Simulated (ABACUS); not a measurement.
# Ni (Fm-3m) in ABACUS: a series of runs, part 2 of 2

ABACUS 3.10.1. The steps go on from the part before.

## 3. Equation of state, LDA, collinear spin, ferromagnetic start, 9.86 Å³/atom (volume scaled by 0.94)

Input file INPUT:

```
INPUT_PARAMETERS
suffix              Ni
calculation         scf
basis_type          lcao
pseudo_dir          ./
orbital_dir         ./
symmetry            1
dft_functional      pz
ecutwfc             100
pseudo_rcut         10
nspin               2
nbands              14
ks_solver           scalapack_gvx
smearing_method     fd
smearing_sigma      0.00367493
scf_thr             1e-07
scf_nmax            100
mixing_type         broyden
mixing_beta         0.4
cal_force           1
cal_stress          1
out_mul             1
```

Input file STRU:

```
ATOMIC_SPECIES
Ni 58.6934 Ni.upf

NUMERICAL_ORBITAL
Ni_confined-atom_7au_3s2p2d1f.orb

LATTICE_CONSTANT
1.8897261246

LATTICE_VECTORS
0.0000000000 1.7021023080 1.7021023080
1.7021023080 0.0000000000 1.7021023080
1.7021023080 1.7021023080 0.0000000000

ATOMIC_POSITIONS
Cartesian

Ni
0.0
1
0.0000000000 0.0000000000 0.0000000000 1 1 1 mag 1
```

Input file KPT:

```
K_POINTS
0
Gamma
12 12 12 0 0 0
```

Potentials or basis: PseudoDojo NC SR 0.4.1 LDA standard, DZP LCAO (the cutoffs set its grid).

Launch:

```console
> OMP_NUM_THREADS=1 mpirun -np 4 abacus > log
```

running log:

```text
ABACUS v3.10.1

               Atomic-orbital Based Ab-initio Computation at UStc

 ------------------------------------------------------------------------------------

 READING GENERAL INFORMATION
                           global_out_dir = OUT.Ni/
                           global_in_card = INPUT
                               pseudo_dir = ./
                              orbital_dir = ./
                                    DSIZE = 4
                                    GSIZE = 1

 READING UNITCELL INFORMATION
                                    ntype = 1
                  lattice constant (Bohr) = 1.88973
              lattice constant (Angstrom) = 1
[... 546 lines left out ...]

[... levels at 138 further k points ...]

-------------------------------------------------
 Total Magnetism (uB)
-------------------------------------------------
                        Ni1         0.5229353934
-------------------------------------------------

 correction force for each atom along direction 1 is -1.50634e-13
 correction force for each atom along direction 2 is -3.25797e-14
 correction force for each atom along direction 3 is -8.37892e-14
------------------------------------------------------------------------------------------
 TOTAL-FORCE (eV/Angstrom)
------------------------------------------------------------------------------------------
                       Ni1         0.0000000000         0.0000000000         0.0000000000
------------------------------------------------------------------------------------------

----------------------------------------------------------------
 TOTAL-STRESS (KBAR)
----------------------------------------------------------------
        45.5304046320        -0.0000000000        -0.0000000000
        -0.0000000000        45.5304046320        -0.0000000000
        -0.0000000000        -0.0000000000        45.5304046320
----------------------------------------------------------------
 TOTAL-PRESSURE: 45.530405 KBAR

 --------------------------------------------
 !FINAL_ETOT_IS -4562.1717936020531852 eV
 --------------------------------------------
```

mulliken.txt:

```text
 0
CALCULATE THE MULLIkEN ANALYSIS FOR EACH ATOM
 Total charge of spin 1:	9.261
 Total charge of spin 2:	8.739
 Total charge:	18
Decomposed Mulliken populations
[... 36 lines left out ...]
f3yx^2-y^3                             0              0.0037              0.0040              0.0077             -0.0002
SUM OVER M                                            0.0236              0.0252              0.0488             -0.0015
SUM OVER M+Zeta                                       0.0236              0.0252              0.0488             -0.0015

SUM OVER M+Zeta+L                                     9.2615              8.7385             18.0000              0.5229

Total Charge on atom:                 Ni             18.0000
Total Magnetism on atom:              Ni              0.5229
```

It took 15 s on 4 MPI ranks of Intel Xeon 6975P-C (Granite Rapids), shared host; peak memory 0.4 GiB.

What came out:

```
Free energy            : -4562.1718 eV
Pressure               : 4.6 GPa
Band gap on the k mesh : none (metal or under the smearing width)
Net moment             : 0.52 μB per cell
Absolute moment        : 0.58 μB per cell
Site moments           : Ni +0.52 μB
```

Caveat: the atomic orbitals were generated for these runs and aren't a published set; the basis of atomic orbitals isn't converged, which shifts pressures, moduli and gaps.

## 4. Equation of state, LDA, collinear spin, ferromagnetic start, 10.28 Å³/atom (volume scaled by 0.98)

INPUT is that of step 3.

Input file STRU:

```
ATOMIC_SPECIES
Ni 58.6934 Ni.upf

NUMERICAL_ORBITAL
Ni_confined-atom_7au_3s2p2d1f.orb

LATTICE_CONSTANT
1.8897261246

LATTICE_VECTORS
0.0000000000 1.7259110183 1.7259110183
1.7259110183 0.0000000000 1.7259110183
1.7259110183 1.7259110183 0.0000000000

ATOMIC_POSITIONS
Cartesian

Ni
0.0
1
0.0000000000 0.0000000000 0.0000000000 1 1 1 mag 1
```

KPT is that of step 3.

Launch:

```console
> OMP_NUM_THREADS=1 mpirun -np 4 abacus > log
```

Wall time 13 s (4 MPI ranks of Intel Xeon 6975P-C (Granite Rapids), shared host); peak memory 0.44 GiB.

The run converged. Its results:

- Free energy: -4562.1699 eV
- Pressure: -5.7 GPa
- Band gap on the k mesh: none (metal or under the smearing width)
- Net moment: 0.55 μB per cell
- Absolute moment: 0.61 μB per cell
- Site moments: Ni +0.55 μB

Caveat: the atomic orbitals were generated for these runs and aren't a published set; the basis of atomic orbitals isn't converged, which shifts pressures, moduli and gaps.

## 5. Equation of state, LDA, collinear spin, ferromagnetic start, 10.70 Å³/atom (volume scaled by 1.02)

INPUT is that of step 4.

Input file STRU:

```
ATOMIC_SPECIES
Ni 58.6934 Ni.upf

NUMERICAL_ORBITAL
Ni_confined-atom_7au_3s2p2d1f.orb

LATTICE_CONSTANT
1.8897261246

LATTICE_VECTORS
0.0000000000 1.7490803739 1.7490803739
1.7490803739 0.0000000000 1.7490803739
1.7490803739 1.7490803739 0.0000000000

ATOMIC_POSITIONS
Cartesian

Ni
0.0
1
0.0000000000 0.0000000000 0.0000000000 1 1 1 mag 1
```

KPT is that of step 4.

Launch:

```console
> OMP_NUM_THREADS=1 mpirun -np 4 abacus > log
```

It took 12 s on 4 MPI ranks of Intel Xeon 6975P-C (Granite Rapids), shared host; peak memory 0.4 GiB.

Results (log left out):

* Free energy: -4562.1443 eV
* Pressure: -13.6 GPa
* Band gap on the k mesh: none (metal or under the smearing width)
* Net moment: 0.61 μB per cell
* Absolute moment: 0.67 μB per cell
* Site moments: Ni +0.61 μB

Caveat: the atomic orbitals were generated for these runs and aren't a published set; the basis of atomic orbitals isn't converged, which shifts pressures, moduli and gaps.

## 6. Equation of state, LDA, collinear spin, ferromagnetic start, 11.12 Å³/atom (volume scaled by 1.06)

INPUT is that of step 5.

Input file STRU:

```
ATOMIC_SPECIES
Ni 58.6934 Ni.upf

NUMERICAL_ORBITAL
Ni_confined-atom_7au_3s2p2d1f.orb

LATTICE_CONSTANT
1.8897261246

LATTICE_VECTORS
0.0000000000 1.7716516424 1.7716516424
1.7716516424 0.0000000000 1.7716516424
1.7716516424 1.7716516424 0.0000000000

ATOMIC_POSITIONS
Cartesian

Ni
0.0
1
0.0000000000 0.0000000000 0.0000000000 1 1 1 mag 1
```

KPT is that of step 5.

Potentials or basis: PseudoDojo NC SR 0.4.1 LDA standard, DZP LCAO (the cutoffs set its grid).

Launch:

```console
> OMP_NUM_THREADS=1 mpirun -np 4 abacus > log
```

It took 12 s on 4 MPI ranks of Intel Xeon 6975P-C (Granite Rapids), shared host; peak memory 0.44 GiB.

It converged, with:

```yaml
Free_energy: -4562.1004 eV
Pressure: -19.8 GPa
Band_gap_on_the_k_mesh: none (metal or under the smearing width)
Net_moment: 0.65 μB per cell
Absolute_moment: 0.72 μB per cell
Site_moments: Ni +0.65 μB
```

Caveat: the atomic orbitals were generated for these runs and aren't a published set; the basis of atomic orbitals isn't converged, which shifts pressures, moduli and gaps.

## 7. Equation of state, LDA, collinear spin, ferromagnetic start

No new run: the results of the series are fitted here.

Results:

```yaml
Equilibrium_volume: 10.04 Å³/atom
Bulk_modulus: 250 GPa
Pressure_derivative_of_the_bulk_modulus: "5.2 (rough: it moves with the points fitted)"
```

Energy against volume, from the lowest point:
```
volume (Å³/atom)  energy (meV/atom)
           9.862               0.00
          10.282               1.89
          10.702              27.49
          11.122              71.39
```

Caveat: the atomic orbitals were generated for these runs and aren't a published set; the basis of atomic orbitals isn't converged, which shifts pressures, moduli and gaps.
